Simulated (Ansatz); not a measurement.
## How strain moves the resistance of the fcc Cu(111) / fcc Rh(111) interface

Aim: 2AR of the fcc Cu(111) / fcc Rh(111) interface for nine common in-plane spacings, from one metal's own to the other's.

Method: Ansatz plane-wave DFT, PBE, PAW files; ballistic transport by layer matching (Landauer), zero bias; PAW set soft_1, in Ansatz 0.2.0.

**1. Set-up**

The cell holds 18 atoms: 9 Cu and 9 Rh. Its edges and angles: a = 2.556 Å, b = 2.556 Å, c = 40.656 Å, α = 90.0°, β = 90.0°, γ = 120.0°. It derives from Cu and Rh. Regions: Cu, 9 atoms (9 Cu); Rh, 9 atoms (9 Rh). The structure's axis is c.

**2. Transmission, spacing 1 of 9**

The common spacing is 2.556 Å, 0/8 of the way from Cu to Rh; layer distances follow from each metal's atomic volume. The leads are named in the middle of each metal, so that one interface alone is crossed. Energies from -0.06 to 0.06 eV in steps of 0.04 eV are too few for the program's thermal sum, so it prints no conductance; for a metal the transmission near the Fermi level serves, at a fraction of the cost.

input.yaml reads:

```yaml
crystal:
  lattice:
    - [2.5561627297, 0.0, 0.0]
    - [-1.2780813649, 2.2137018601, 0.0]
    - [0.0, 0.0, 40.6558644139]
  atoms:
    - { symbol: Cu, position: [0.0, 0.0, 0.0245966975] }
    - { symbol: Cu, position: [0.3333333333, 0.6666666667, 0.0759324189] }
    - { symbol: Cu, position: [0.6666666667, 0.3333333333, 0.1272681403] }
    - { symbol: Cu, position: [0.0, 0.0, 0.1786038618] }
    - { symbol: Cu, position: [0.3333333333, 0.6666666667, 0.2299395832] }
    - { symbol: Cu, position: [0.6666666667, 0.3333333333, 0.2812753046] }
    - { symbol: Cu, position: [0.0, 0.0, 0.332611026] }
    - { symbol: Cu, position: [0.3333333333, 0.6666666667, 0.3839467474] }
    - { symbol: Cu, position: [0.6666666667, 0.3333333333, 0.4352824688] }
    - { symbol: Rh, position: [0.0, 0.0, 0.4908380243] }
    - { symbol: Rh, position: [0.3333333333, 0.6666666667, 0.550613414] }
    - { symbol: Rh, position: [0.6666666667, 0.3333333333, 0.6103888038] }
    - { symbol: Rh, position: [0.0, 0.0, 0.6701641935] }
    - { symbol: Rh, position: [0.3333333333, 0.6666666667, 0.7299395832] }
    - { symbol: Rh, position: [0.6666666667, 0.3333333333, 0.7897149729] }
    - { symbol: Rh, position: [0.0, 0.0, 0.8494903626] }
    - { symbol: Rh, position: [0.3333333333, 0.6666666667, 0.9092657523] }
    - { symbol: Rh, position: [0.6666666667, 0.3333333333, 0.969041142] }
kpoints:
  mp_grid: { grid: [17, 17, 1] }
hamiltonian:
  xc: pbe
  pseudopotentials: { kind: paw, azcp: { folder: soft_1 } }
scf:
  occupations: { method: fermi_dirac, width: 0.1 }
output:
  transmission:
    leads: [[3, 4], [12, 13]]
    kmesh: [46, 46]
    e_range: [-0.06, 0.06]
    de: 0.04
  write_potential: true
  write_density: true
  volumetric_format: npy
```

Command:

```bash
ansatz run input.yaml --threads 4 --pin off --max-ram 15360MiB --backend cpu --events-out ev --progress --plain --runs-dir out
```

Numbers of over 12 decimals in the logs are rounded to 6 here.

The log of the run:

```text
Engine: ansatz 0.2.0, aarch64-unknown-linux-gnu
Pseudopotentials: kind: paw
Pseudopotential: Cu, paw, valence charge 19, recommended cutoff 420 eV (normal), soft_1/Cu.paw.azcp
Pseudopotential: Rh, paw, valence charge 17, recommended cutoff 420 eV (normal), soft_1/Rh.paw.azcp
Functional definition: PBE
  parameter kappa = 0.804
  parameter beta = 0.066725
  exchange = pbe_x(kappa = kappa, mu = beta*pi^2/3)
  correlation = pbe_c(beta = beta)
Crystal: 18 atoms, lattice volume = 230.055 Å³
Basis set: ecut = 420 eV, 4605 PW (Γ)
Bands: 195, of which v1, the nominal top of the filled ones, is band 162 counted from 1 (161 counted from 0)
Symmetry: 12 space group operations
Space group: P-3m1 (ITA 164), of the structure as read, at distance tolerance 6.1e-5 Å
k-points: 33 of 289
Non-local potential: Cu, projectors of the file, l = 0: 3, l = 1: 2, l = 2: 3, l = 3: 1
Non-local potential: Rh, projectors of the file, l = 0: 3, l = 1: 2, l = 2: 2, l = 3: 1
PAW form: soft (Blöchl's): semilocal exchange-correlation on the pseudo side does not see the compensation charge
PAW one-centre angular grid: Cu, 590 points (default); XC on 64 Gauss nodes
PAW one-centre angular grid: Rh, 590 points (default); XC on 64 Gauss nodes
Initial density: superposition of atomic densities (chi_scale 0.1, normalization cell, long waves of neutral atoms (reshape's long-wave potential 72.75 eV rms, cloud 2.74 Å wide))
Initial wavefunctions: pseudopotential atomic-orbital guess
Functional: x = pbe(κ = 0.804, μ = 0.219515), c = pbe(β = 0.066725)
SCF iter   1: F=—  HF=-117261.710883 eV  |F-HF|=—  |Δ(HF+E_count)|=         —  Δρ=1.52e-1  dr2=2.41e2  ethr=3.10e-3  ⟨swp⟩=4.2  Hψ=19044  notcnv=0  defer=114
preconditioner: auto → Kerker (q_TF=auto, 2.889 Å⁻¹)  [metal: Δε(μ)=0.011 eV  Ē_g=8.300 eV  σ=0.100 eV  W_gap=0.03  n_scr=78 (ndim 8)  ℏωp=32.8 eV  f_vac=0.000  D(μ)=15.31/eV (n_scr^D=194)]
SCF iter   2: F=—  HF=-117253.626150 eV  |F-HF|=—  |Δ(HF+E_count)|=    8.08e0  Δρ=6.63e-2  dr2=8.21e1  ethr=3.10e-3  ⟨swp⟩=2.0  Hψ=11187  notcnv=0  defer=431
SCF iter   3: F=—  HF=-117251.678032 eV  |F-HF|=—  |Δ(HF+E_count)|=    1.95e0  Δρ=5.00e-2  dr2=7.50e1  ethr=3.10e-3  ⟨swp⟩=2.3  Hψ=10089  notcnv=0  defer=437
SCF iter   4: F=—  HF=-117251.088833 eV  |F-HF|=—  |Δ(HF+E_count)|=   5.89e-1  Δρ=1.38e-2  dr2=1.77e1  ethr=3.10e-3  ⟨swp⟩=2.0  Hψ=7069  notcnv=0  defer=458
SCF iter   5: F=—  HF=-117251.047255 eV  |F-HF|=—  |Δ(HF+E_count)|=   4.16e-2  Δρ=6.04e-3  dr2=5.21e0  ethr=3.10e-3  ⟨swp⟩=1.4  Hψ=6721  notcnv=0  defer=458
SCF iter   6: F=—  HF=-117251.001154 eV  |F-HF|=—  |Δ(HF+E_count)|=   4.61e-2  Δρ=4.81e-3  dr2=5.44e-1  ethr=1.61e-3  ⟨swp⟩=1.2  Hψ=6353  notcnv=0  defer=456
SCF iter   7: F=—  HF=-117250.993606 eV  |F-HF|=—  |Δ(HF+E_count)|=   7.55e-3  Δρ=1.59e-3  dr2=9.42e-2  ethr=1.68e-4  ⟨swp⟩=1.1  Hψ=6413  notcnv=0  defer=452
SCF iter   8: F=—  HF=-117250.996915 eV  |F-HF|=—  |Δ(HF+E_count)|=   3.31e-3  Δρ=1.83e-3  dr2=1.58e-1  ethr=2.91e-5  ⟨swp⟩=1.0  Hψ=5980  notcnv=0  defer=452
SCF iter   9: F=—  HF=-117250.995452 eV  |F-HF|=—  |Δ(HF+E_count)|=   1.46e-3  Δρ=5.83e-4  dr2=9.01e-3  ethr=2.91e-5  ⟨swp⟩=1.0  Hψ=5980  notcnv=0  defer=452
SCF iter  10: F=—  HF=-117250.995460 eV  |F-HF|=—  |Δ(HF+E_count)|=   8.55e-6  Δρ=1.69e-4  dr2=1.46e-3  ethr=2.78e-6  ⟨swp⟩=1.0  Hψ=6227  notcnv=0  defer=452
SCF iter  11: F=—  HF=-117250.995459 eV  |F-HF|=—  |Δ(HF+E_count)|=   1.29e-6  Δρ=8.19e-5  dr2=2.30e-4  ethr=4.50e-7  ⟨swp⟩=1.0  Hψ=6018  notcnv=0  defer=452
SCF iter  12: F=—  HF=-117250.995428 eV  |F-HF|=—  |Δ(HF+E_count)|=   3.08e-5  Δρ=8.62e-5  dr2=3.64e-5  ethr=7.10e-8  ⟨swp⟩=1.1  Hψ=6070  notcnv=0  defer=452
SCF iter  13: F=—  HF=-117250.995554 eV  |F-HF|=—  |Δ(HF+E_count)|=   1.26e-4  Δρ=2.24e-5  dr2=1.43e-5  ethr=1.12e-8  ⟨swp⟩=2.0  Hψ=7212  notcnv=0  defer=452
SCF iter  14: F=—  HF=-117250.995554 eV  |F-HF|=—  |Δ(HF+E_count)|=   2.11e-8  Δρ=4.97e-6  dr2=5.60e-7  ethr=4.42e-9  ⟨swp⟩=1.0  Hψ=5980  notcnv=0  defer=452
SCF iter  15: F=—  HF=-117250.995554 eV  |F-HF|=—  |Δ(HF+E_count)|=   4.71e-8  Δρ=7.73e-6  dr2=9.75e-7  ethr=1.73e-10  ⟨swp⟩=2.0  Hψ=7922  notcnv=0  defer=452
SCF iter  16: F=-117250.995554 eV  HF=-117250.995554 eV  |F-HF|=7.89e-8  |Δ(HF+E_count)|=   2.91e-8  Δρ=3.03e-6  dr2=7.88e-8  ethr=3.09e-11  ⟨swp⟩=7.3  Hψ=21380  notcnv=0
SCF 1 converged in 16 iterations: F = -117250.995554 eV  dr2 = 7.88e-8
  greatest PAW one-centre occupation: 1.000 electrons in one spin orbital (limit 2), on the Rh atom at site 15 (counted from 0), in its partial waves of l = 0
transmission: 700 of 7000 steps passed
transmission: 1400 of 7000 steps passed
[...]
transmission: 7000 of 7000 steps passed
SCF converged after 16 iterations
Free energy (F): -117250.995554 eV
Harris-Foulkes:  -117250.995554 eV  (|F-HF|=7.89e-8)
Internal energy: -117250.454946 eV  (E = F + TS)
E sigma→0 (E₀):  -117250.725250 eV
Entropy (-TS):   -0.540608 eV (-30.034 meV/atom)
Fermi energy:    19.573700 eV
--- Per-component energies (eV) ---
  E_band       = -3939.092249
  E_kinetic    = 7205.559383
  E_local      = -103182.706598  (includes V_loc(G=0)·N_el)
  E_nonlocal   = 10696.389388
  E_hartree    = 46851.627409
  E_xc         = -2440.846180
  E_vxc        = -3085.979147  (∫ρ·V_xc dr)
  E_paw        = -48766.767150  (= ΣΔE_a)
  E_vpaw       = -9275.695525  (= ΣTr[D̂ρ^β])
  E_aug_tail   = 0.010171  (compensation charges beyond the density's cutoff)
  E_ewald      = -27613.721369
  E_smearing   = -0.540608  (= −TS)
  E_closure    = -0.000000  (closes the sum)
  Σ components = -117250.995554   (vs F -117250.995554, Δ=0.00e0)
--- Band table (eV; the first three rows and the last of 33) ---
  k-point 0: bands = [... 158 lower, 17.9271, 18.2898, 18.4346, 18.8883, 19.0315, 19.0315, 19.0849, 19.0849, ... 29 higher]
  k-point 1: bands = [... 158 lower, 17.9811, 18.2223, 18.4262, 18.8274, 18.8767, 18.9481, 18.9695, 19.0255, ... 29 higher]
  k-point 2: bands = [... 158 lower, 17.9619, 18.3078, 18.5183, 18.6570, 18.7591, 18.7869, 18.8716, 19.0164, ... 29 higher]
  k-point 32: bands = [... 158 lower, 19.6354, 19.6813, 19.7843, 19.7900, 22.2747, 22.2872, 22.3775, 22.5210, ... 29 higher]
--- Transmission ---
  basis      : 55 plane waves across, 35 finite elements along
  points     : 200, standing for a mesh of 46 x 46
  energies   : 4 from -0.060000 to 0.060000 eV about the Fermi level, 0.040000 eV apart; the leads are filled to 0.000000 eV, and channels, transmission and decay are at -0.020000 eV
  crystal 0  : Cu1, at the sites [3, 4], period 2.0871 Å, over 18.78 Å; its Hamiltonian steps by up to 5.1 meV
    offset         : up to 0.0000 Å between an atom of the period and one for which it stands
    channels       : 8.038752e-1 a spin
    conductance    : none, the energies end too early or step too widely for 300 K: set another output.transmission.e_range or a lower de, or, where they end at an eighth of basis.ecutwfc, a higher one
    slowest decay  : 0.0230 /Å at (0.0652, 0.0435)
  crystal 1  : Rh1, at the sites [12, 13], period 2.4302 Å, over 21.87 Å; its Hamiltonian steps by up to 2.7 meV
    offset         : up to 0.0000 Å between an atom of the period and one for which it stands
    channels       : 1.690926e0 a spin
    conductance    : none, the energies end too early or step too widely for 300 K: set another output.transmission.e_range or a lower de, or, where they end at an eighth of basis.ecutwfc, a higher one
  junction   : crystal 0 to crystal 1, 9.69 to 27.76 Å
    transmission   : 6.661647e-1 a spin
    conductance    : none, the energies end too early or step too widely for 300 K: set another output.transmission.e_range or a lower de, or, where they end at an eighth of basis.ecutwfc, a higher one
```

Run time: 64 s. Hardware: 4 threads of Arm Neoverse V1, shared host; peak memory 1.8 GiB; 4.1 min of CPU time.

In the SCF lines HF is the Harris–Foulkes energy and dr2 the Hartree energy of the density residual, in eV; the loop may stop once dr2 is under the threshold and the program's other checks hold. Hψ counts applications of the Hamiltonian.

This step gave:

* free energy: -117250.9956 eV
* energy at zero smearing: -117250.7253 eV
* Fermi energy: 19.57 eV
* cell area: 5.659 Å²
* transmission per spin nearest the Fermi level: 0.6662
* open channels per spin nearest the Fermi level: 0.8039
* open channels per spin, upper lead: 1.691
* step of the lead's potential: 5.1 meV
* step of the upper lead's potential: 2.7 meV

Per spin. Transmission, zone mean against energy, zero at the Fermi level:

```tsv
energy (eV)	transmission, zone mean
-0.0600	0.653
-0.0200	0.666
0.0200	0.676
0.0600	0.675
```

Per spin. Open channels, zone mean against energy, zero at the Fermi level:

```tsv
energy (eV)	lead	upper lead
-0.0600	0.798	1.68
-0.0200	0.804	1.69
0.0200	0.812	1.68
0.0600	0.807	1.66
```

Transmission over k1 and k2. At -0.0200 eV from the Fermi level (the log's summary may quote the solved energy on the other side of it).

Ten even steps from '0' (0.000) to '9' (0.999), each cell a mean:
```
125889999998884212201000011121
567999999999999756300000000002
689999999999999999630000000001
799999989999989999996100000001
899998999999999999999720000000
899999999999999999999983000000
899999999988888999999999610001
799999999887777889999999972001
689999999876301468899999997422
379998999874000004789998999821
137999999986100000578999999841
115999999987500000168999999983
324899989998852000168899999998
400279999999987644678899999998
500026999999999888888999999999
500000489999999999999999999999
500000027999989999999999999999
500000001699999999999999999999
500000000047999999999999999998
400000000002698999999999999988
220000000000323589999999999853
113344333443411126678888886721
```
Columns: k1 (b1) from -0.5 to 0.478; rows upwards: k2 (b2) from -0.5 to 0.478.

Open channels over k1 and k2. At -0.0200 eV from the Fermi level (the log's summary may quote the solved energy on the other side of it).

Ten even steps from '_' (0.00) to '@' (1.00), each cell a mean:
```
@@@@@@@@@@@@@@@@@@@@@@@@@@@@@@@@@@@@@@======____========@@@@
@@@@@@@@@@@@@@@@@@@@@@@@@@@@@@@@@@@@@@__________________..%%
@@@@@@@@@@@@@@@@@@@@@@@@@@@@@@@@@@@@@@%%::________________**
@@@@@@@@@@@@@@@@@@@@@@@@@@@@@@@@@@@@@@@@@@==______________**
@@@@@@@@@@@@@@@@@@@@@@@@@@@@@@@@@@@@@@@@@@@@--____________..
@@@@@@@@@@@@@@@@@@@@@@@@@@@@@@@@@@@@@@@@@@@@@@==::________..
@@@@@@@@@@@@@@@@@@@@@@@@@@@@@@@@@@@@@@@@@@@@@@@@@@++______**
@@@@@@@@@@@@@@@@@@@@@@@@@@@@@@@@@@@@@@@@@@@@@@@@@@@@##..__**
@@@@@@@@@@@@@@@@@@@@@@@@##..==##@@@@@@@@@@@@@@@@@@@@@@@@%%@@
@@@@@@@@@@@@@@@@@@@@@@##________..##@@@@@@@@@@@@@@@@@@@@@@@@
@@@@@@@@@@@@@@@@@@@@@@@@--________::%%@@@@@@@@@@@@@@@@@@@@@@
@@@@@@@@@@@@@@@@@@@@@@@@@@__________--@@@@@@@@@@@@@@@@@@@@@@
@@@@@@@@@@@@@@@@@@@@@@@@@@%%++______==@@@@@@@@@@@@@@@@@@@@@@
@@++--##@@@@@@@@@@@@@@@@@@@@@@@@####@@@@@@@@@@@@@@@@@@@@@@@@
@@--____++@@@@@@@@@@@@@@@@@@@@@@@@@@@@@@@@@@@@@@@@@@@@@@@@@@
@@::______--##@@@@@@@@@@@@@@@@@@@@@@@@@@@@@@@@@@@@@@@@@@@@@@
**____________::%%@@@@@@@@@@@@@@@@@@@@@@@@@@@@@@@@@@@@@@@@@@
@@::____________--@@@@@@@@@@@@@@@@@@@@@@@@@@@@@@@@@@@@@@@@@@
@@--______________::%%@@@@@@@@@@@@@@@@@@@@@@@@@@@@@@@@@@@@@@
@@--__________________**@@@@@@@@@@@@@@@@@@@@@@@@@@@@@@@@@@@@
@@@@::________________::@@@@@@@@@@@@@@@@@@@@@@@@@@@@@@@@@@@@
@@@@@@@@@@@@##==##@@@@@@@@@@@@@@@@@@@@@@@@@@@@@@@@@@@@@@@@@@
```
Columns: k1 (b1) from -0.5 to 0.478; rows upwards: k2 (b2) from -0.5 to 0.478.

Over the solved energies the transmission per spin lies between 0.653 and 0.676, out of 0.805 channels of the lead on average (up to 0.812).

**3. Resistance, spacing 1 of 9**

This step: Ansatz plane-wave DFT, PBE, PAW files; ballistic transport by layer matching (Landauer), zero bias; specific resistance of one interface, 1/T less the mean of the leads' 1/N; PAW set soft_1 (Ansatz 0.2.0).

Numbers from this step:

- area resistance: 0.4228 fΩ m²
- T over the leads' mean channel count: 0.5377
- twice the interface resistance (2AR, or 2AR* for magnets): 0.8456 fΩ m²

Twice the interface resistance is 0.846 fΩ m² here.

**4. Transmission, spacing 2 of 9, in plane spacing 2.5728 Å, lattice of 1/8 of the way from Cu to Rh**

The common spacing is 2.573 Å, 1/8 of the way from Cu to Rh; layer distances follow from each metal's atomic volume.

This step: Ansatz plane-wave DFT, PBE, PAW files; ballistic transport by layer matching (Landauer), zero bias; PAW set soft_1 (Ansatz 0.2.0).

The cell differs from the one that the last finished run ended in (a 2.556 → 2.573 Å, b 2.556 → 2.573 Å, c 40.656 → 40.132 Å).

input.yaml, the sections that differ from step 2:

```yaml
crystal:
  lattice:
    - [2.5727921134, 0.0, 0.0]
    - [-1.2863960567, 2.2281033289, 0.0]
    - [0.0, 0.0, 40.1320000721]
  atoms:
    - { symbol: Cu, position: [0.0, 0.0, 0.0249177713] }
    - { symbol: Cu, position: [0.3333333333, 0.6666666667, 0.0762534927] }
    - { symbol: Cu, position: [0.6666666667, 0.3333333333, 0.1275892141] }
    - { symbol: Cu, position: [0.0, 0.0, 0.1789249355] }
    - { symbol: Cu, position: [0.3333333333, 0.6666666667, 0.2302606569] }
    - { symbol: Cu, position: [0.6666666667, 0.3333333333, 0.2815963783] }
    - { symbol: Cu, position: [0.0, 0.0, 0.3329320998] }
    - { symbol: Cu, position: [0.3333333333, 0.6666666667, 0.3842678212] }
    - { symbol: Cu, position: [0.6666666667, 0.3333333333, 0.4356035426] }
    - { symbol: Rh, position: [0.0, 0.0, 0.4911590981] }
    - { symbol: Rh, position: [0.3333333333, 0.6666666667, 0.5509344878] }
    - { symbol: Rh, position: [0.6666666667, 0.3333333333, 0.6107098775] }
    - { symbol: Rh, position: [0.0, 0.0, 0.6704852672] }
    - { symbol: Rh, position: [0.3333333333, 0.6666666667, 0.7302606569] }
    - { symbol: Rh, position: [0.6666666667, 0.3333333333, 0.7900360466] }
    - { symbol: Rh, position: [0.0, 0.0, 0.8498114363] }
    - { symbol: Rh, position: [0.3333333333, 0.6666666667, 0.909586826] }
    - { symbol: Rh, position: [0.6666666667, 0.3333333333, 0.9693622158] }
# kpoints, hamiltonian, scf, output: as in step 2
```

The log of the run:

```text
[...]
Crystal: 18 atoms, lattice volume = 230.055 Å³
Basis set: ecut = 420 eV, 4605 PW (Γ)
Bands: 195, of which v1, the nominal top of the filled ones, is band 162 counted from 1 (161 counted from 0)
Symmetry: 12 space group operations
[...]
k-points: 33 of 289
[...]
SCF iter   1: F=—  HF=-117262.314732 eV  |F-HF|=—  |Δ(HF+E_count)|=         —  Δρ=1.52e-1  dr2=2.23e2  ethr=3.10e-3  ⟨swp⟩=4.2  Hψ=19049  notcnv=0  defer=113
[...]
SCF iter  16: F=-117251.499096 eV  HF=-117251.499096 eV  |F-HF|=8.58e-8  |Δ(HF+E_count)|=   2.74e-8  Δρ=3.31e-6  dr2=8.22e-8  ethr=3.09e-11  ⟨swp⟩=7.5  Hψ=20351  notcnv=0
SCF 1 converged in 16 iterations: F = -117251.499096 eV  dr2 = 8.22e-8
[...]
transmission: 720 of 7200 steps passed
transmission: 1440 of 7200 steps passed
[...]
transmission: 7200 of 7200 steps passed
SCF converged after 16 iterations
Free energy (F): -117251.499096 eV
[...]
Internal energy: -117250.961550 eV  (E = F + TS)
E sigma→0 (E₀):  -117251.230323 eV
Entropy (-TS):   -0.537546 eV (-29.864 meV/atom)
Fermi energy:    19.575333 eV
[...]
--- Band table (eV; the first three rows and the last of 33) ---
  k-point 0: bands = [... 158 lower, 17.9432, 18.4463, 18.5717, 18.9387, 18.9387, 18.9892, 18.9892, 19.0342, ... 29 higher]
  k-point 1: bands = [... 158 lower, 18.0065, 18.3073, 18.4962, 18.7843, 18.8490, 18.8727, 18.9307, 18.9431, ... 29 higher]
  k-point 2: bands = [... 158 lower, 17.9671, 18.3218, 18.4575, 18.6072, 18.6554, 18.7787, 18.7867, 18.9462, ... 29 higher]
  k-point 32: bands = [... 158 lower, 19.6661, 19.7065, 19.8217, 19.8254, 22.1590, 22.1753, 22.2689, 22.4098, ... 29 higher]
--- Transmission ---
  basis      : 55 plane waves across, 36 finite elements along
  points     : 200, standing for a mesh of 46 x 46
[...]
channels       : 8.208885e-1 a spin
[...]
slowest decay  : 0.0717 /Å at (0.0652, 0.0217)
[...]
channels       : 1.729206e0 a spin
[...]
slowest decay  : 0.1089 /Å at (0.4130, 0.1522)
  junction   : crystal 0 to crystal 1, 9.57 to 27.41 Å
    transmission   : 6.953032e-1 a spin
[...]
```

Run time: 64 s. Hardware: 4 threads; peak memory 1.8 GiB.

Numbers from this step:

```
free energy                                    : -117251.4991 eV
energy at zero smearing                        : -117251.2303 eV
Fermi energy                                   : 19.58 eV
cell area                                      : 5.732 Å²
transmission per spin nearest the Fermi level  : 0.6953
open channels per spin nearest the Fermi level : 0.8209
open channels per spin, upper lead             : 1.729
step of the lead's potential                   : 6.5 meV
step of the upper lead's potential             : 2 meV
```

Per spin. The transmission, zone mean by energy, zero at the Fermi level:

```tsv
energy (eV)	transmission, zone mean
-0.0600	0.695
-0.0200	0.695
0.0200	0.688
0.0600	0.688
```

Over the solved energies the transmission per spin lies between 0.688 and 0.695, out of 0.821 channels of the lead on average (up to 0.824).

**5. Resistance, spacing 2 of 9**

This step: Ansatz plane-wave DFT, PBE, PAW files; ballistic transport by layer matching (Landauer), zero bias; specific resistance of one interface, 1/T less the mean of the leads' 1/N; PAW set soft_1 (Ansatz 0.2.0).

Numbers from this step:

| Item | Value |
| --- | --- |
| area resistance | 0.4053 fΩ m² |
| T over the leads' mean channel count | 0.5421 |
| twice the interface resistance (2AR, or 2AR* for magnets) | 0.8107 fΩ m² |

Twice the interface resistance is 0.811 fΩ m² here, against 0.846 in the first run; 54.2 % of the two leads' mean channel count pass, 53.8 % before.

(Part 1 of 4 ends here.)

[Logs are printed without paths, hosts, clocks, repeated set-up lines and the standing remarks that a program may print on its own settings, such as how far it seeks lower states.]

[Hosts, paths, dates, database ids (printed as entryN), source tags and the programs' standing remarks are cut or masked in the printed files.]
